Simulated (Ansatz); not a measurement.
Set up this calculation in Ansatz 0.2.0, as the native input.

| Property | Result |
| --- | --- |
| Task | relaxation of cell and atoms |
| Functional | BLYP |
| Dispersion | D4 |
| Potentials or basis | all-electron LAPW, scalar-relativistic |
| Basis error allowed | 0.001 eV/atom |
| k mesh | 7 × 7 × 7 |
| Occupations | fermi-dirac, width 0.05 eV |
| Spin | no spin polarisation |

CdTe:

```xyz
2
Lattice="0.0000 3.2050 3.2050 3.2050 0.0000 3.2050 3.2050 3.2050 0.0000" Properties=species:S:1:pos:R:3 pbc="T T T"
Te    4.8075    4.8075    4.8075
Cd    0.0000    0.0000    0.0000
```

The input as run:

input.yaml

```yaml
crystal:
  lattice:
    - [0.0, 3.205, 3.205]
    - [3.205, 0.0, 3.205]
    - [3.205, 3.205, 0.0]
  atoms:
    - { symbol: Te, position: [0.75, 0.75, 0.75] }
    - { symbol: Cd, position: [0.0, 0.0, 0.0] }
kpoints:
  mp_grid: { grid: [7, 7, 7] }
scf:
  occupations: { method: fermi_dirac, width: 0.05 }
hamiltonian:
  xc: blyp
  dispersion: d4
  pseudopotentials: { kind: all_electron, lapw: { basis_error: 0.001 } }
output:
  forces: true
  stress: true
relax:
  f_tol: 0.02
  max_steps: 60
  cell: {}
```

Potentials or basis: all-electron LAPW, scalar-relativistic.

The run is started by

```bash
$ ansatz run input.yaml --threads 1 --pin off --max-ram 3072MiB --backend cpu --events-out ev --progress --plain --runs-dir out
```

It gave:

```yaml
Relaxed_volume: 35.14 Å³/atom
Relaxed_cell: a = 4.632 Å, b = 4.632 Å, c = 4.632 Å, α = 60.00°, β = 60.00°, γ = 60.00°
Space_group_after_relaxing_to_0.05_Å: F-43m (No. 216)
Energy_gained_by_relaxing: 19.2 meV/atom
Ionic_steps: 5
Pressure_after_relaxing: 0.0 GPa
Band_gap_on_the_k_mesh: 0.57 eV
```

Caveat: spin-orbit coupling is left out, which moves the levels of the heavy elements; an odd mesh through Γ misses points on the zone boundary, where band edges often lie.

Run time: 45 s on 1 thread of Arm Neoverse V1 (shared host), peak memory 0.31 GiB.
